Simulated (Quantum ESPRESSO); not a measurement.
Crystal: GaP.

```
CELL_PARAMETERS angstrom
0.00000 2.72525 2.72525
2.72525 0.00000 2.72525
2.72525 2.72525 0.00000
ATOMIC_POSITIONS crystal
Ga 0.00000 0.00000 0.00000
P 0.75000 0.75000 0.75000
```

Base run:

```yaml
Program: Quantum ESPRESSO 7.5
Functional: PBE
Potentials_or_basis: PseudoDojo 0.4.1 SR PBE standard
Cutoff: 1088 eV
Density_cutoff: 4354 eV
k_mesh: 6 × 6 × 6, shifted
Occupations: fermi-dirac, width 0.05 eV
Spin: no spin polarisation
```

Its results: pressure 2.6 GPa; electronic dielectric tensor (diagonal) 10.51.

Problem. After a change of settings the same cell gave: pressure 6.1 GPa; electronic dielectric tensor (diagonal) 10.49. Which change was it?
A. functional from PBE to AM05
B. potentials or basis from PseudoDojo 0.4.1 SR PBE standard to PseudoDojo 0.4 FR PBE standard; spin from no spin polarisation to spin-orbit coupling, no magnetisation
C. functional from PBE to WC
D. functional from PBE to BLYP

Solution. D.

BLYP binds less tightly than PBE, so the same cell stands under more pressure.

Caveats: the potentials were made for another functional, which shifts forces and pressure (some runs); the cell is more than 3 GPa from zero pressure, which shifts response properties (some runs).

Not every run made on this cell is shown here.
